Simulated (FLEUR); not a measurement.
# CdS (Hawleyite) (F-43m) in FLEUR: a series of runs

The runs below take CdS (Hawleyite) through single point, with PBE.

Program: FLEUR MaX-R8.1 (later development tree). These are calculated values, not measurements. Logs are shortened: lines on timing, memory, paths and dates and some standing lists are left out, and cuts for length are marked.

## Step 1: The structure

The structure is cubic, space group F-43m (No. 216). The conventional cell has a = 5.833 Å, b = 5.833 Å, c = 5.833 Å, α = 90.00°, β = 90.00°, γ = 90.00°. Around Cd (site symmetry -43m) lie 4 S at 2.53 Å. Around S (site symmetry -43m) lie 4 Cd at 2.53 Å.

## Step 2: Single point, PBE

Contents of inp.xml:

```xml
<?xml version="1.0" encoding="UTF-8" standalone="no"?>
<fleurInput fleurInputVersion="0.39">
   <comment>
      CdS                                                                                                 
   </comment>
   <calculationSetup>
      <cutoffs Kmax="4.51" Gmax="14.0" GmaxXC="14.0" numbands="0"/>
      <scfLoop itmax="60" minDistance="0.00001" maxIterBroyd="15" imix="Anderson" alpha="0.05" precondParam="0.0" spinf="2.0" sdNocoIR="T"/>
      <coreElectrons ctail="T" frcor="F" kcrel="0" coretail_lmax="0"/>
      <xcFunctional name="pbe" relativisticCorrections="F"/>
      <magnetism jspins="1"/>
      <soc l_soc="F" theta="0.0" phi="0.0" spav="F"/>
      <expertModes spex="0" secvar="F"/>
      <geometryOptimization l_f="T" forcealpha="1.0" forcemix="BFGS" epsdisp="0.0005" epsforce="0.0002"/>
      <ldaU l_linMix="F" mixParam="0.05" spinf="1.0"/>
   </calculationSetup>
   <cell>
      <bzIntegration valenceElectrons="26.0" mode="hist" fermiSmearingEnergy="0.00183747">
         <kPointListSelection listName="default-1"/>
         <!-- k-points included here -->
         <xi:include xmlns:xi="http://www.w3.org/2001/XInclude" href="kpts.xml"> </xi:include>
      </bzIntegration>
      <!-- symmetry operations included here -->
      <xi:include xmlns:xi="http://www.w3.org/2001/XInclude" href="sym.xml"> </xi:include>
      <bulkLattice scale="1.0">
         <bravaisMatrix>
            <row-1>    0.0000000000000000     5.5113862423958997     5.5113862423958997</row-1>
            <row-2>    5.5113862423958997     0.0000000000000000     5.5113862423958997</row-2>
            <row-3>    5.5113862423958997     5.5113862423958997     0.0000000000000000</row-3>
         </bravaisMatrix>
      </bulkLattice>
   </cell>
   <atomSpecies>
      <species name="Cadmium (Cd)" element="Cd" atomicNumber="48">
         <mtSphere radius="2.45" gridPoints="837" logIncrement="0.015"/>
         <atomicCutoffs lmax="10" lnonsphr="8"/>
         <electronConfig flipSpins="F">
            <coreConfig>(1s1/2) (2s1/2) (2p1/2) (2p3/2) (3s1/2) (3p1/2) (3p3/2) (3d3/2) (3d5/2)</coreConfig>
            <valenceConfig>(4s1/2) (4p1/2) (4p3/2) (5s1/2) (4d3/2) (4d5/2)</valenceConfig>
         </electronConfig>
         <energyParameters s="5" p="5" d="4" f="4"/>
         <lo type="SCLO" l="0" n="4" eDeriv="0"/>
         <lo type="SCLO" l="1" n="4" eDeriv="0"/>
         <lo type="SCLO" l="1" n="4" eDeriv="1"/>
         <lo type="SCLO" l="2" n="4" eDeriv="2"/>
         <lo type="SCLO" l="3" n="4" eDeriv="2"/>
      </species>
      <species name="Sulfur (S)" element="S" atomicNumber="16">
         <mtSphere radius="1.84" gridPoints="625" logIncrement="0.018"/>
         <atomicCutoffs lmax="8" lnonsphr="6"/>
         <electronConfig flipSpins="F">
            <coreConfig>(1s1/2) (2s1/2) (2p1/2) (2p3/2)</coreConfig>
            <valenceConfig>(3s1/2) (3p1/2) (3p3/2)</valenceConfig>
            <stateOccupation state="(3p1/2)" spinUp="0.666667" spinDown="0.666667"/>
            <stateOccupation state="(3p3/2)" spinUp="1.333333" spinDown="1.333333"/>
         </electronConfig>
         <energyParameters s="3" p="3" d="3" f="4"/>
         <lo type="SCLO" l="0" n="3" eDeriv="2"/>
         <lo type="SCLO" l="1" n="3" eDeriv="2"/>
         <lo type="SCLO" l="2" n="3" eDeriv="2"/>
         <lo type="SCLO" l="3" n="4" eDeriv="2"/>
      </species>
   </atomSpecies>
   <atomGroups>
      <atomGroup species="Cadmium (Cd)">
         <relPos label="                   1">.0000000000 .0000000000 .0000000000</relPos>
         <force calculate="T" relaxXYZ="TTT"/>
      </atomGroup>
      <atomGroup species="Sulfur (S)">
         <relPos label="                   2">-1.000/4.000 -1.000/4.000 -1.000/4.000</relPos>
         <force calculate="T" relaxXYZ="TTT"/>
      </atomGroup>
   </atomGroups>
   <output dos="F" band="F" slice="F">
      <checks vchk="F" cdinf="F"/>
      <bandDOS minEnergy="-.5*Htr" maxEnergy="0.5*Htr" sigma="0.015" storeEVData="T"/>
      <vacuumDOS vacdos="F" integ="F" star="F" nstars="0" locx1="0.0" locy1="0.0" locx2="0.0" locy2="0.0" nstm="0" tworkf="0.0"/>
      <unfoldingBand unfoldBand="F" supercellX="1" supercellY="1" supercellZ="1"/>
      <plotting iplot="0" polar="F">
         <plot TwoD="T" vec1="  1.0  0.0  0.0" vec2="  0.0  1.0  0.0" vec3="  0.0  0.0  1.0" zero="  0.0  0.0  0.0" file="plot"/>
      </plotting>
      <chargeDensitySlicing numkpt="0" minEigenval="0.0" maxEigenval="0.0" nnne="0" pallst="F"/>
      <specialOutput eonly="F"/>
      <moessbauerParams electricFieldGradient="T" isomerShift="T" coreHyperfine="T" valenceHyperfine="T"/>
      <magneticCircularDichroism mcd="F" energyLo="-10.0" energyUp="0.0"/>
   </output>
  <!-- We include the file relax.xml here to enable relaxations (see documentation) -->
  <xi:include xmlns:xi="http://www.w3.org/2001/XInclude" href="relax.xml"> <xi:fallback/> </xi:include>
</fleurInput>
```

Contents of crystal.txt:

```
CdS
&input cartesian=F /
0.0000000000  2.9165000000  2.9165000000
2.9165000000  0.0000000000  2.9165000000
2.9165000000  2.9165000000  0.0000000000
1.8897261246
1.0 1.0 1.0

2
48 0.0000000000  0.0000000000  0.0000000000
16 0.7500000000  0.7500000000  0.7500000000

&kpt div1=8 div2=8 div3=8 gamma=T /
```

Potentials or basis: all-electron, FLAPW.

On the command line:

```
> inpgen -f crystal.txt -profile fastHighL
> # inp.xml edited to the form shown
> fleur_MPI
```

Output:

```text
Welcome to FLEUR        (www.flapw.de)
      MaX-Release 8.1          (www.max-centre.eu)

 ========== k-point set info ==========
 Selected k-point list: default-1
 k-point list type: mesh
 8 x 8 x 8
 Number of k points: 29

 ------------Calculation Setup---------------------------
 Number of MPI-tasks      :            1
 Number of PE/node        :            1
 Number of OMP-threads    :            1
 Most efficient MPI parallelization for:
           1          29
 Additional eigenvalue parallelization possible
 Number of basis functions:          604
 Approximate size of matrices (H+S) per k-point:         0.011 GB
 --------------------------------------------------------
 Iteration:     1   Distance:       7.91508321 me/bohr^3
 Iteration:     2   Distance:       7.06433410 me/bohr^3
 Iteration:     3   Distance:       3.61438145 me/bohr^3
 Iteration:     4   Distance:       1.67991239 me/bohr^3
 Iteration:     5   Distance:       1.12589577 me/bohr^3
 Iteration:     6   Distance:       0.27478409 me/bohr^3
 Iteration:     7   Distance:       0.23612471 me/bohr^3
 Iteration:     8   Distance:       0.03277289 me/bohr^3
 Iteration:     9   Distance:       0.01482861 me/bohr^3
 Iteration:    10   Distance:       0.00304019 me/bohr^3
 Iteration:    11   Distance:       0.00048925 me/bohr^3
 Iteration:    12   Distance:       0.00044194 me/bohr^3
 Iteration:    13   Distance:       0.00004027 me/bohr^3
 Iteration:    14   Distance:       0.00003924 me/bohr^3
 Iteration:    15   Distance:       0.00000518 me/bohr^3

 ********************************************************************
 Run finished successfully
 Stop message:
   Structural relaxation: Done
 ********************************************************************
```

out.xml (last iteration):

```text
<iteration numberForCurrentRun="   16" overallNumber="   16">
         <energyParameters units="Htr">
            <atomicEP atomType="1" spin="1" branch="5s" branchLowest="-3.57" branchHighest="1.32" value="0.0315877758"/>
            <atomicEP atomType="1" spin="1" branch="5p" branchLowest="-2.13" branchHighest="2.01" value="0.1897482869"/>
            <atomicEP atomType="1" spin="1" branch="4d" branchLowest="-14.13" branchHighest="0.00" value="-0.1120980911"/>
            <atomicEP atomType="1" spin="1" branch="4f" branchLowest="-9.99" branchHighest="2.13" value="0.5041071132"/>
            <loAtomicEP atomType="1" spin="1" branch="4s" branchLowest="-26.64" branchHighest="-3.57" value="-3.5749179621"/>
            <loAtomicEP atomType="1" spin="1" branch="4p" branchLowest="-21.76" branchHighest="-2.13" value="-2.1501466341"/>
            <loAtomicEP atomType="1" spin="1" branch="4p" branchLowest="-21.76" branchHighest="-2.13" value="-2.1501466341"/>
            <loAtomicEP atomType="1" spin="1" branch="4d" branchLowest="-14.13" branchHighest="0.00" value="-0.1204302455"/>
            <loAtomicEP atomType="1" spin="1" branch="4f" branchLowest="-9.99" branchHighest="2.13" value="0.5041092494"/>
            <atomicEP atomType="2" spin="1" branch="3s" branchLowest="-7.36" branchHighest="1.00" value="-0.3906255364"/>
            <atomicEP atomType="2" spin="1" branch="3p" branchLowest="-5.33" branchHighest="1.60" value="-0.1335819544"/>
            <atomicEP atomType="2" spin="1" branch="3d" branchLowest="-9.99" branchHighest="2.17" value="0.0880408759"/>
            <atomicEP atomType="2" spin="1" branch="4f" branchLowest="-9.99" branchHighest="5.23" value="0.2544345010"/>
            <loAtomicEP atomType="2" spin="1" branch="3s" branchLowest="-7.36" branchHighest="1.00" value="-0.3906255364"/>
            <loAtomicEP atomType="2" spin="1" branch="3p" branchLowest="-5.33" branchHighest="1.60" value="-0.1339333469"/>
            <loAtomicEP atomType="2" spin="1" branch="3d" branchLowest="-9.99" branchHighest="2.17" value="0.0880404974"/>
            <loAtomicEP atomType="2" spin="1" branch="4f" branchLowest="-9.99" branchHighest="5.23" value="0.2544390768"/>
         </energyParameters>
         <eigenvalues>
            <eigenvaluesAt spin="1" ikpt="1" k_x="0.00000000" k_y="0.00000000" k_z="0.00000000">
                      -3.5749121852       -2.1440167443       -2.1440167443       -2.1440167443       -0.3063796965
                      -0.1358124428       -0.1358124428       -0.1358124428       -0.1181746198       -0.1181746198
                       0.1480153315        0.1480153315        0.1480153315        0.1900909257        0.3879946611
                       0.3879946611        0.3879946611        0.5662238052        0.5662238052        0.5690516747
                       0.6361397269
            </eigenvaluesAt>
            <eigenvaluesAt spin="1" ikpt="2" k_x="0.00000000" k_y="0.00000000" k_z="0.12500000">
                      -3.5749121052       -2.1440201136       -2.1440173626       -2.1440173626       -0.3040882013
                      -0.1349854357       -0.1349854357       -0.1338367057       -0.1182134352       -0.1182134352
                       0.1104987648        0.1435460001        0.1435460001        0.2208151110        0.3784454324
[... 55 lines left out ...]
               <shell n="3" l="0" isomerShift="3115.55906"/>
               <shell n="3" l="1" isomerShift="73.44447"/>
               <shell n="3" l="2" isomerShift="0.00001"/>
            </coreIsomerShift>
            <coreIsomerShift atomType="2" isTotal="2932.45491">
               <shell n="1" l="0" isomerShift="2724.47060"/>
               <shell n="2" l="0" isomerShift="207.62376"/>
               <shell n="2" l="1" isomerShift="0.36054"/>
            </coreIsomerShift>
            <isomerShift atomType="1" nucleusRadius="0.0001140" averageDensity="162157.75507"/>
            <isomerShift atomType="2" nucleusRadius="0.0000750" averageDensity="2950.99864"/>
            <electricFieldGradient atomType="1" VXX="0.00000" VYY="0.00000" VZZ="0.00000" asymParam="0.00000">
            </electricFieldGradient>
            <electricFieldGradient atomType="2" VXX="0.00000" VYY="0.00000" VZZ="0.00000" asymParam="0.00000">
            </electricFieldGradient>
         </moessbauerParams>
         <totalEnergy                                    value="    -5995.2687602317" units="Htr">
            <sumOfEigenvalues                            value="    -3583.3086964157">
               <coreElectrons value="-3561.9344092768"/>
               <valenceElectrons value="-21.3742871389"/>
            </sumOfEigenvalues>
            <densityCoulombPotentialIntegral value="-9616.6081946339"/>
            <densityEffectivePotentialIntegral value="-9851.7109070888"/>
            <chargeDenXCDenIntegral value="-180.4378300586"/>
            <FockExchangeEnergyValence value="0.0000000000"/>
            <FockExchangeEnergyCore value="0.0000000000"/>
            <atomTypeDependentContributions atomType="1">
               <electronNucleiInteractionDifferentMTs value="6775.9779985119"/>
               <MadelungTerm value="-19.7952654327"/>
            </atomTypeDependentContributions>
            <atomTypeDependentContributions atomType="2">
               <electronNucleiInteractionDifferentMTs value="467.7437325473"/>
               <MadelungTerm value="-11.4120470375"/>
            </atomTypeDependentContributions>
            <tkbTimesEntropy value="0.0000000000"/>
            <freeEnergy value="-5995.2687602317"/>
            <extrapolationTo0K value="-5995.2687602317"/>
         </totalEnergy>
         <totalForcesOnRepresentativeAtoms units="Htr/bohr">
            <forceTotal atomType="1" x="0.000000" y="0.000000" z="0.000000" F_x="0.00000000" F_y="0.00000000" F_z="0.00000000"/>
            <forceTotal atomType="2" x="-2.755693" y="-2.755693" z="-2.755693" F_x="0.00000000" F_y="0.00000000" F_z="0.00000000"/>
         </totalForcesOnRepresentativeAtoms>
      </iteration>
```

Wall time 2.1 min (1 thread of Arm Neoverse V1, shared host); peak memory 0.08 GiB.

Results:

* Free energy: -163139.5739 eV
* Band gap on the k mesh: 1.14 eV, direct
* Valence electrons inside the program's atomic spheres: Cd 18.34; S 3.34 (radii Cd 2.45, S 1.84 bohr)

Core levels (eV from the Fermi level):
| atom | levels |
| --- | --- |
| 1 Cd | 1s1/2 -26505.3, 2s1/2 -3930.1, 2p1/2 -3658.3, 2p3/2 -3465.8, 3s1/2 -728.8, 3p1/2 -619.9, 3p3/2 -585.5, 3d3/2 -392.9, 3d5/2 -385.9 |
| 2 S | 1s1/2 -2398.3, 2s1/2 -204.5, 2p1/2 -150.1, 2p3/2 -148.8 |

## Step 3: Single point, PBE (atoms moved at random, drawn with an rms of 0.05 Å)

Edit inp.xml of step 2 so:

```diff
@@ -34,3 +34,3 @@
       <species name="Cadmium (Cd)" element="Cd" atomicNumber="48">
-         <mtSphere radius="2.45" gridPoints="837" logIncrement="0.015"/>
+         <mtSphere radius="2.45" gridPoints="807" logIncrement="0.016"/>
          <atomicCutoffs lmax="10" lnonsphr="8"/>
@@ -48,3 +48,3 @@
       <species name="Sulfur (S)" element="S" atomicNumber="16">
-         <mtSphere radius="1.84" gridPoints="625" logIncrement="0.018"/>
+         <mtSphere radius="1.84" gridPoints="605" logIncrement="0.019"/>
          <atomicCutoffs lmax="8" lnonsphr="6"/>
@@ -65,3 +65,3 @@
       <atomGroup species="Cadmium (Cd)">
-         <relPos label="                   1">.0000000000 .0000000000 .0000000000</relPos>
+         <relPos label="                   1">-.0103480000 .0223960000 -.0034000000</relPos>
          <force calculate="T" relaxXYZ="TTT"/>
@@ -69,3 +69,3 @@
       <atomGroup species="Sulfur (S)">
-         <relPos label="                   2">-1.000/4.000 -1.000/4.000 -1.000/4.000</relPos>
+         <relPos label="                   2">-.2512920000 -.2528890000 -.2502550000</relPos>
          <force calculate="T" relaxXYZ="TTT"/>
```

Edit crystal.txt of step 2 so:

```diff
@@ -9,4 +9,4 @@
 2
-48 0.0000000000  0.0000000000  0.0000000000
-16 0.7500000000  0.7500000000  0.7500000000
+48 -0.0103480000  0.0223960000  -0.0034000000
+16 0.7487080000  0.7471110000  0.7497450000
```

Potentials or basis: all-electron, FLAPW.

On the command line:

```
> inpgen -f crystal.txt -profile fastHighL
> # inp.xml edited to the form shown
> fleur_MPI
```

Wall time 27 min (1 thread of Arm Neoverse V1, shared host); peak memory 0.23 GiB.

Results (log left out):

```yaml
Free_energy: -163139.5517 eV
Largest_force: 0.535 eV/Å
Band_gap_on_the_k_mesh: 1.14 eV, direct
Valence_electrons_inside_the_program's_atomic_spheres: Cd 18.35; S 3.35 (radii Cd 2.45, S 1.84 bohr)
```

Forces in eV/Å, atoms in the order of the input:
```
Cd  -0.370  0.249 -0.295
S    0.370 -0.249  0.295
```

Levels at points of the mesh, in eV from the valence-band top:
```tsv
k point	band 9	band 10	band 11	band 12	band 13	band 14	band 15	band 16	band 17	band 18
(0.00, 0.00, 0.00)	-7.27	-7.27	-0.06	0.00	0.00	1.14	6.50	6.50	6.57	11.34
(0.00, 0.00, 0.50)	-7.22	-6.88	-4.39	-0.87	-0.65	2.98	6.75	7.20	7.43	11.02
(0.00, 0.50, 0.00)	-7.24	-6.92	-4.59	-0.86	-0.80	3.12	7.01	7.12	7.51	10.96
(0.00, 0.50, 0.50)	-7.18	-6.82	-3.96	-1.89	-1.88	3.52	4.35	9.17	10.67	10.86
(0.50, 0.00, 0.00)	-7.22	-6.88	-4.34	-0.85	-0.64	2.96	6.75	7.16	7.41	11.03
(0.50, 0.00, 0.50)	-7.18	-6.83	-3.97	-1.89	-1.88	3.53	4.34	9.17	10.70	10.83
(0.50, 0.50, 0.00)	-7.18	-6.83	-3.96	-1.89	-1.88	3.53	4.34	9.17	10.69	10.84
(0.50, 0.50, 0.50)	-7.22	-6.88	-4.32	-0.83	-0.64	2.94	6.75	7.13	7.40	11.04
```

Core levels (eV from the Fermi level):
| atom | levels |
| --- | --- |
| 1 Cd | 1s1/2 -26505.4, 2s1/2 -3930.1, 2p1/2 -3658.3, 2p3/2 -3465.8, 3s1/2 -728.8, 3p1/2 -619.9, 3p3/2 -585.6, 3d3/2 -392.9, 3d5/2 -385.9 |
| 2 S | 1s1/2 -2398.3, 2s1/2 -204.5, 2p1/2 -150.1, 2p3/2 -148.8 |
